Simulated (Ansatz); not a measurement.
Theory: DFT PBE, scalar-relativistic, plane waves, PAW (Ansatz). All cells share a 420 eV cutoff and Γ-centred k meshes spaced at most about 0.3 Å⁻¹ (about 0.25 or finer for metals, 2π included). No spin polarisation.

Each guess is relaxed in cell and atoms at zero pressure, on a coarse mesh first where it starts far from rest and then on a converged one. The steps can't lower the symmetry of the start, but it can rise. Energies are static (0 K, no zero-point motion).

Two unrelaxed guesses for LiSe4:

A.

```yaml
crystal:
  lattice:
    - [4.47613, -4.47613, 0.00000]
    - [4.47613, 4.47613, 0.00000]
    - [0.00000, 0.00000, 4.11464]
  atoms:
    - { symbol: Li, position: [0.00000, 0.00000, 0.00000] }
    - { symbol: Se, position: [0.69500, 0.30500, 0.00000] }
    - { symbol: Se, position: [0.30500, 0.69500, 0.00000] }
    - { symbol: Se, position: [0.80500, 0.80500, 0.50000] }
    - { symbol: Se, position: [0.19500, 0.19500, 0.50000] }
```

B.

```yaml
crystal:
  lattice:
    - [3.38376, 0.00000, 0.00000]
    - [-0.05160, 3.55285, 0.00000]
    - [-0.00389, -0.32077, 4.93002]
  atoms:
    - { symbol: Li, position: [0.50000, 0.00000, 0.75000] }
    - { symbol: Se, position: [0.50057, 0.50005, 0.49924] }
    - { symbol: Se, position: [0.48788, 0.48878, 0.00074] }
    - { symbol: Se, position: [0.00016, 0.00000, 0.49916] }
    - { symbol: Se, position: [0.01123, 0.01178, 0.00114] }
```

Problem. Where do they end, and which end is lower?

Solution. B ends lower, by 267 meV/atom. A: Cmmm at 33.0 Å³/atom → Cmmm at 32.8 Å³/atom; B: P1 at 11.9 Å³/atom → P4/mmm at 25.9 Å³/atom. Counting Se atoms around Li (those within 1.25 times the shortest such distance or 1.15 times the sum of covalent radii), the end of A has Li 4 and the end of B has Li 8. The end of A holds Se–Se pairs (shortest 2.21 Å); in the end of B the shortest Se–Se distance is 2.71 Å, near bonding range too. End of A. Conventional cell: a = 7.529 Å, b = 10.019 Å, c = 4.350 Å. Li has 4 Se at 2.47 Å; Se on a site of symmetry m2m has 1 Se at 2.21 Å; Se on a site of symmetry 2mm has 1 Se at 2.35 Å and 2 Li at 2.47 Å. End of B. Conventional cell: a = 3.831 Å, c = 8.834 Å. Li has 8 Se at 2.84 Å; Se has 4 Se at 2.71 Å and 2 Li at 2.84 Å.

Ends held by symmetry can be saddle points. No dispersion correction is applied, so the spacing and binding between layers, chains or molecules are poorly described (P4/mmm, Cmmm), and this can change margins and order among such cells. In P4/mmm, Cmmm an odd number of electrons in the primitive cell allows no gap without spin; a larger cell or a magnetic state could open one.
